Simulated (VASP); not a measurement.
Here is a VASP 6.6.1 calculation.

INCAR

```
SYSTEM = H12CO8
PREC = Accurate
ENCUT = 520
EDIFF = 1E-6
ISMEAR = -1
SIGMA = 0.02
LREAL = Auto
LASPH = .True.
NELM = 100
ALGO = Fast
ISIF = 2
LWAVE = .False.
LCHARG = .True.
GGA = PE
IVDW = 12
LELF = .True.
LVHAR = .True.
NBANDS = 48
```

The input KPOINTS:

```
Automatic mesh
0
Gamma
  1 1 1
  0 0 0
```

Contents of POSCAR:

```
H12CO8
1.0
    6.2658270000      0.0000000000      0.0000000000
    0.0000000000      6.2658270000      0.0000000000
    0.0000000000      0.0000000000      6.2658270000
O H C
8 12 1
Direct
    0.9013494946      0.0872829716      0.4309247606
    0.6329571500      0.4362233429      0.4808144240
    0.3082274694      0.6816338849      0.5644266910
    0.8971840429      0.7215328479      0.6707973265
    0.3784975232      0.5818066793      0.1523661601
    0.5487543783      0.8654723471      0.9020836356
    0.8550986167      0.2894111184      0.9430040121
    1.1511170034      0.1073920490      1.0819322014
    0.8957317206     -0.0515813794      0.5183673280
    1.0529017159      0.0744035863      0.3882328701
    0.5779444597      0.5083606681      0.3569201639
    0.7238789070      0.3183298869      0.4508423230
    0.4015750834      0.5697891116      0.6173805948
    0.3144836268      0.6729199513      0.4102890169
    0.8121034941      0.6082517120      0.6003995961
    1.0550403003      0.6911617573      0.6440969404
    0.4280999140      0.7065627570      0.0582365265
    0.3882169106      0.4485601023      0.0682112672
    0.4754041246      0.8686483045      0.7672411000
    0.7010726597      0.8234347996      0.8653446704
    1.0027247800      0.2043305696      1.0159712357
```

Potentials or basis: VASP PAW PBE potentials, release 64 (O, H, C).

The run is started by

```bash
$ cat potpaw_PBE.64/O/POTCAR potpaw_PBE.64/H/POTCAR potpaw_PBE.64/C/POTCAR > POTCAR
$ mpirun -np 1 vasp_gam > vasp.out
```

Estimate the dispersion energy per atom.

-0.035 eV.

Estimate the band gap on the k mesh.

4.74 eV, direct.

Stress tensor (GPa, compression positive):
```
-0.05 -0.44  0.19
-0.44 -0.44 -0.08
 0.19 -0.08  2.42
```

Caveat: the standard files for N, O and F lose accuracy on very short bonds.
